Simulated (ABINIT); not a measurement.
The system is S.

```
CELL_PARAMETERS angstrom
5.67805 0.00000 0.00000
0.00000 5.67805 0.00000
0.00000 0.00000 2.94962
ATOMIC_POSITIONS crystal
S 0.61661 0.38339 0.00000
S 0.38339 0.61661 0.00000
S 0.11661 0.11661 0.50000
S 0.88339 0.88339 0.50000
```

This isn't the form of S at room conditions, which is orthorhombic, of S8 rings.

```yaml
Program: ABINIT 10.8.3 (patched build)
Task: single point
Functional: PBE
Potentials_or_basis: JTH PAW PBE v2.0
Cutoff: 544 eV
k_mesh: 5 × 5 × 9
Occupations: fermi-dirac, width 0.05 eV
Spin: no spin polarisation
```

On this cell: pressure 2.2 GPa; largest force 0.708 eV/Å; band gap on the k mesh none (metal or under the smearing width).

The same run follows on a disturbed copy (atoms moved at random, drawn with an rms of 0.05 Å):

```
S
1.0
     5.67805    0.00000    0.00000
     0.00000    5.67805    0.00000
     0.00000    0.00000    2.94962
S
4
Direct
  0.62013 0.37417 0.00720
  0.38036 0.62537 0.99163
  0.11657 0.11361 0.49008
  0.88605 0.88765 0.51133
```

What changes?

The energy (extrapolated to zero smearing) moves by +30.3 meV/atom; pressure 1.0 GPa; largest force 2.042 eV/Å; band gap on the k mesh none (metal or under the smearing width).

Forces on the atoms (eV/Å):
```
S   -1.175  1.291 -0.114
S    1.182 -1.284  0.116
S    1.428  1.443  0.078
S   -1.435 -1.450 -0.079
```

Stress tensor (GPa, compression positive):
```
 1.23  5.87 -0.09
 5.87  0.77  0.59
-0.09  0.59  1.01
```

Caveats: the atomic spheres overlap.
